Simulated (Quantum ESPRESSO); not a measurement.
Here is a Quantum ESPRESSO 7.5 calculation.

The input pw.in:

```
&CONTROL
  calculation = 'scf'
  prefix = 'pwscf'
  outdir = './tmp'
  pseudo_dir = './pseudo'
  tprnfor = .true.
  tstress = .true.
  disk_io = 'low'
/
&SYSTEM
  ibrav = 0
  nat = 5
  ntyp = 3
  ecutwfc = 68
  ecutrho = 544
  nbnd = 31
  occupations = 'smearing'
  smearing = 'fd'
  degauss = 0.00367493
/
&ELECTRONS
  conv_thr = 1d-09
  electron_maxstep = 120
  mixing_beta = 0.5
/
ATOMIC_SPECIES
Cs   132.9055 cs_pbesol_v1.uspp.F.UPF
I    126.9045 i_pbesol_v1.uspp.F.UPF
Sn   118.7100 sn_pbesol_v1.4.uspp.F.UPF
CELL_PARAMETERS angstrom
   6.2057000000    0.0000000000    0.0000000000
   0.0000000000    6.2057000000    0.0000000000
   0.0000000000    0.0000000000    6.2057000000
ATOMIC_POSITIONS crystal
Cs     0.0000000000    0.0000000000    0.0000000000
I      0.5000000000    0.5000000000    0.0000000000
I      0.5000000000    0.0000000000    0.5000000000
I      0.0000000000    0.5000000000    0.5000000000
Sn     0.5000000000    0.5000000000    0.5000000000
K_POINTS automatic
5 5 5 0 0 0
```

The input bands.in:

```
&CONTROL
  calculation = 'bands'
  prefix = 'pwscf'
  outdir = './tmp'
  pseudo_dir = './pseudo'
  disk_io = 'low'
  verbosity = 'high'
/
&SYSTEM
  ibrav = 0
  nat = 5
  ntyp = 3
  ecutwfc = 68
  ecutrho = 544
  nbnd = 31
  occupations = 'smearing'
  smearing = 'fd'
  degauss = 0.00367493
/
&ELECTRONS
  conv_thr = 1d-08
  electron_maxstep = 120
  mixing_beta = 0.5
  diago_full_acc = .true.
  startingwfc = 'random'
/
ATOMIC_SPECIES
Cs   132.9055 cs_pbesol_v1.uspp.F.UPF
I    126.9045 i_pbesol_v1.uspp.F.UPF
Sn   118.7100 sn_pbesol_v1.4.uspp.F.UPF
CELL_PARAMETERS angstrom
   6.2057000000    0.0000000000    0.0000000000
   0.0000000000    6.2057000000    0.0000000000
   0.0000000000    0.0000000000    6.2057000000
ATOMIC_POSITIONS crystal
Cs     0.0000000000    0.0000000000    0.0000000000
I      0.5000000000    0.5000000000    0.0000000000
I      0.5000000000    0.0000000000    0.5000000000
I      0.0000000000    0.5000000000    0.5000000000
Sn     0.5000000000    0.5000000000    0.5000000000
K_POINTS crystal
60
 0.0000000000  0.0000000000  0.0000000000 1
 0.0000000000  0.0714285714  0.0000000000 1
 0.0000000000  0.1428571429  0.0000000000 1
 0.0000000000  0.2142857143  0.0000000000 1
 0.0000000000  0.2857142857  0.0000000000 1
 0.0000000000  0.3571428571  0.0000000000 1
 0.0000000000  0.4285714286  0.0000000000 1
 0.0000000000  0.5000000000  0.0000000000 1
 0.0714285714  0.5000000000  0.0000000000 1
 0.1428571429  0.5000000000  0.0000000000 1
 0.2142857143  0.5000000000  0.0000000000 1
 0.2857142857  0.5000000000  0.0000000000 1
 0.3571428571  0.5000000000  0.0000000000 1
 0.4285714286  0.5000000000  0.0000000000 1
 0.5000000000  0.5000000000  0.0000000000 1
 0.4545454545  0.4545454545  0.0000000000 1
 0.4090909091  0.4090909091  0.0000000000 1
 0.3636363636  0.3636363636  0.0000000000 1
 0.3181818182  0.3181818182  0.0000000000 1
 0.2727272727  0.2727272727  0.0000000000 1
 0.2272727273  0.2272727273  0.0000000000 1
 0.1818181818  0.1818181818  0.0000000000 1
 0.1363636364  0.1363636364  0.0000000000 1
 0.0909090909  0.0909090909  0.0000000000 1
 0.0454545455  0.0454545455  0.0000000000 1
 0.0000000000  0.0000000000  0.0000000000 1
 0.0357142857  0.0357142857  0.0357142857 1
 0.0714285714  0.0714285714  0.0714285714 1
 0.1071428571  0.1071428571  0.1071428571 1
 0.1428571429  0.1428571429  0.1428571429 1
 0.1785714286  0.1785714286  0.1785714286 1
 0.2142857143  0.2142857143  0.2142857143 1
 0.2500000000  0.2500000000  0.2500000000 1
 0.2857142857  0.2857142857  0.2857142857 1
 0.3214285714  0.3214285714  0.3214285714 1
 0.3571428571  0.3571428571  0.3571428571 1
 0.3928571429  0.3928571429  0.3928571429 1
 0.4285714286  0.4285714286  0.4285714286 1
 0.4642857143  0.4642857143  0.4642857143 1
 0.5000000000  0.5000000000  0.5000000000 1
 0.4545454545  0.5000000000  0.4545454545 1
 0.4090909091  0.5000000000  0.4090909091 1
 0.3636363636  0.5000000000  0.3636363636 1
 0.3181818182  0.5000000000  0.3181818182 1
 0.2727272727  0.5000000000  0.2727272727 1
 0.2272727273  0.5000000000  0.2272727273 1
 0.1818181818  0.5000000000  0.1818181818 1
 0.1363636364  0.5000000000  0.1363636364 1
 0.0909090909  0.5000000000  0.0909090909 1
 0.0454545455  0.5000000000  0.0454545455 1
 0.0000000000  0.5000000000  0.0000000000 1
 0.5000000000  0.5000000000  0.0000000000 1
 0.5000000000  0.5000000000  0.0625000000 1
 0.5000000000  0.5000000000  0.1250000000 1
 0.5000000000  0.5000000000  0.1875000000 1
 0.5000000000  0.5000000000  0.2500000000 1
 0.5000000000  0.5000000000  0.3125000000 1
 0.5000000000  0.5000000000  0.3750000000 1
 0.5000000000  0.5000000000  0.4375000000 1
 0.5000000000  0.5000000000  0.5000000000 1
```

Potentials or basis: GBRV 1.5 PBEsol.

Run with:

```console
$ OMP_NUM_THREADS=1 mpirun -n 2 pw.x -nk 2 -in pw.in > pw.out
$ OMP_NUM_THREADS=1 mpirun -n 2 pw.x -nk 2 -in bands.in > bands.out
```

(1) Predict the pressure.

(2) Estimate the band gap along the path.

Answers

(1) -0.7 GPa.

(2) 0.27 eV, direct.

Caveat: some levels on the path didn't converge; spin-orbit coupling is left out, which moves the levels of the heavy elements; the cell was measured hot, at 500 K.
